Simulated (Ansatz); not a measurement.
Relaxation of a periodic cell of 49 atoms, Si₁₆O₃₃ (host SiO2, host structure C2/c, interstitial O), to a largest force component of 0.08 eV/Å in at most 25 steps.

All numbers below come from DFT LDA, scalar-relativistic, plane waves, PAW (Ansatz 0.2.0). Settings: accuracy low, PAW set soft_1, cutoff 420 eV, k mesh 1x1x1, fermi-dirac smearing 0.05 eV, spin collinear.

```xyz
49
Lattice="-11.1032 0.0000 0.0000 0.0000 -7.8989 0.0000 -3.7716 0.0000 9.2120" Properties=species:S:1:pos:R:3
Si -5.500 -3.091 3.825
Si -8.432 -3.091 3.084
Si -7.489 -4.808 0.781
Si -4.557 -4.808 1.522
O -0.471 -1.444 1.151
O -1.414 -6.455 3.455
O -8.268 -4.401 2.143
O -3.778 -4.401 0.160
O -4.721 -3.498 2.463
O -9.211 -3.498 4.446
O -3.719 -5.924 2.303
O -2.776 -1.975 0.000
Si -7.386 -3.091 8.431
Si -10.317 -3.091 7.690
Si -9.375 -4.808 5.387
Si -6.443 -4.808 6.128
O -2.357 -1.444 5.758
O -3.300 -6.455 8.061
O -10.154 -4.401 6.749
O -5.664 -4.401 4.766
O -6.607 -3.498 7.069
O -11.097 -3.498 9.052
O -5.605 -5.924 6.909
O -4.662 -1.975 4.606
Si -11.052 -7.040 3.825
Si -2.880 -7.040 3.084
Si -1.937 -0.858 0.781
Si -10.109 -0.858 1.522
O -6.023 -5.394 1.151
O -6.966 -2.505 3.455
O -2.716 -0.452 2.143
O -9.330 -0.452 0.160
O -10.273 -7.447 2.463
O -3.659 -7.447 4.446
O -9.270 -1.975 2.303
O -8.327 -5.924 0.000
Si -12.938 -7.040 8.431
Si -4.766 -7.040 7.690
Si -3.823 -0.858 5.387
Si -11.995 -0.858 6.128
O -7.909 -5.394 5.758
O -8.852 -2.505 8.061
O -4.602 -0.452 6.749
O -11.216 -0.452 4.766
O -12.158 -7.447 7.069
O -5.545 -7.447 9.052
O -11.156 -1.975 6.909
O -10.213 -5.924 4.606
O -8.826 -6.334 8.117
```

Where does it end, and by what steps?

The run converged. The threshold is loose, so the end isn't yet a minimum. The force dipped under the threshold on the way, but the program's further checks kept it going. Limits of this set-up: coarse k mesh, PAW files made for another functional, low accuracy level. After 19 steps the energy has fallen by 0.589 eV; O49 moved furthest, 1.63 Å. Joined: Si4–O49.

| step | energy less start (eV) | largest force component (eV/Å) | accepted |
| --- | --- | --- | --- |
| 0 | 0.0000 | 0.338 | yes |
| 1 | -0.0732 | 0.265 | yes |
| 2 | -0.1691 | 0.203 | yes |
| 3 | -0.2176 | 0.260 | yes |
| 4 | -0.2196 | 0.462 | yes |
| 5 | -0.2817 | 0.184 | yes |
| 6 | -0.3026 | 0.195 | yes |
| 7 | -0.3305 | 0.373 | yes |
| 8 | -0.3986 | 0.526 | yes |
| 9 | -0.4458 | 0.441 | yes |
| 10 | -0.3729 | 1.475 | no |
| 11 | -0.5047 | 0.205 | yes |
| 12 | -0.5346 | 0.103 | yes |
| 13 | -0.5641 | 0.242 | yes |
| 14 | -0.5531 | 0.286 | no |
| 15 | -0.5783 | 0.149 | yes |
| 16 | -0.5799 | 0.167 | yes |
| 17 | -0.5867 | 0.163 | yes |
| 18 | -0.5893 | 0.071 | yes |
| 19 | -0.5893 | 0.071 | yes |

```xyz
49
Lattice="-11.1032 0.0000 0.0000 0.0000 -7.8989 0.0000 -3.7716 0.0000 9.2120" Properties=species:S:1:pos:R:3
Si -5.634 -2.963 3.726
Si -8.538 -3.233 2.986
Si -7.454 -4.972 0.739
Si -4.469 -4.808 1.538
O -0.678 -1.421 1.102
O -1.247 -6.427 3.532
O -8.280 -4.520 2.037
O -3.728 -4.008 0.295
O -4.909 -3.454 2.393
O -9.233 -3.760 4.341
O -3.501 -5.508 2.628
O -3.006 -1.589 -0.167
Si -7.494 -2.847 8.376
Si -10.374 -3.255 7.577
Si -9.263 -5.006 5.369
Si -6.385 -4.662 6.157
O -2.534 -1.539 5.711
O -3.153 -6.463 7.988
O -10.067 -4.565 6.692
O -5.700 -4.171 4.795
O -6.676 -3.377 7.100
O -11.072 -3.725 8.949
O -5.386 -5.655 6.906
O -4.854 -1.735 4.413
Si -10.990 -7.210 3.903
Si -2.757 -6.829 3.123
Si -2.027 -0.634 0.671
Si -10.266 -1.015 1.515
O -5.991 -5.442 1.281
O -7.149 -2.495 3.352
O -2.764 -0.093 1.994
O -9.468 -0.576 0.186
O -10.276 -7.666 2.536
O -3.530 -7.377 4.420
O -9.539 -2.255 2.212
O -8.174 -6.196 0.018
Si -12.902 -7.212 8.450
Si -4.660 -6.895 7.594
Si -3.904 -0.787 5.278
Si -12.134 -1.081 6.099
O -7.765 -5.422 5.801
O -9.000 -2.476 7.931
O -4.659 -0.285 6.616
O -11.340 -0.625 4.773
O -12.149 -7.740 7.131
O -5.431 -7.268 8.956
O -11.373 -2.311 6.772
O -9.991 -6.264 4.711
O -7.971 -6.090 9.488
```

Whether the end is a true minimum wasn't checked by a vibrational analysis.

Time of the run: 86 s on 4 threads of Arm Neoverse V2, with other jobs on the host, peak memory 1 GiB.
